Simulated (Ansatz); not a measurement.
Calculated 17O NMR of the central transition for HfO2

Cell: a Materials Project structure (computed, not necessarily an observed phase).

Space group Pca2_1 (No. 29); a = 5.2195, b = 5.0048, c = 5.0327 Å.

| site | Wyckoff | site symmetry | x | y | z |
| --- | --- | --- | --- | --- | --- |
| Hf | 4a | 1 | 0.0330 | 0.2675 | 0.2414 |
| O5 | 4a | 1 | 0.3679 | 0.0714 | 0.3793 |
| O7 | 4a | 1 | 0.7339 | 0.4601 | 0.4923 |

One atom of each set is listed.

Level of theory: DFT, PBE, plane waves and PAW (field gradients read without the response of the frozen cores, which leaves them typically 4 to 6 % off), scalar-relativistic, 420 eV cutoff, Γ-centred 4×4×4 k-points, Fermi–Dirac smearing 0.02 eV (Ansatz 0.2.0).

17O has I = 5/2 and Q = -25.58 mb (Pyykkö 2018); at 35.2 T its Larmor frequency is ν₀ = 203.3 MHz. Only the quadrupole interaction is simulated: positions count from each site's isotropic chemical shift, and J coupling is left out, as are shift anisotropy and dipolar coupling, which fast spinning averages.

Task: What does the 17O spectrum (fast magic-angle spinning) show for each site?

Result: 

```tsv
site	first shell	C_Q (MHz)	η	P_Q (MHz)	δ_QIS (ppm)	breadth (kHz)
O5	3 Hf at 2.02–2.13 Å; also 1 Hf at 3.25 Å	1.77	0.61	1.87	-0.509	0.240
O7	4 Hf at 2.11–2.23 Å	-1.41	0.26	1.43	-0.295	0.137
```

δ_QIS = −(ν_Q²/30ν₀²)[I(I+1) − 3/4](1 + η²/3) × 10⁶ ppm with ν_Q = 3|C_Q|/[2I(2I−1)]; it falls as 1/B₀² in ppm, and the breadth as 1/B₀ in kHz.

At this cell the PBE pressure is 10 GPa, so with PBE the cell would grow if it were relaxed. The entry's cell may itself be off. Without spin–orbit coupling the gradients at and beside Hf can be off by some per cent, at some sites by more.
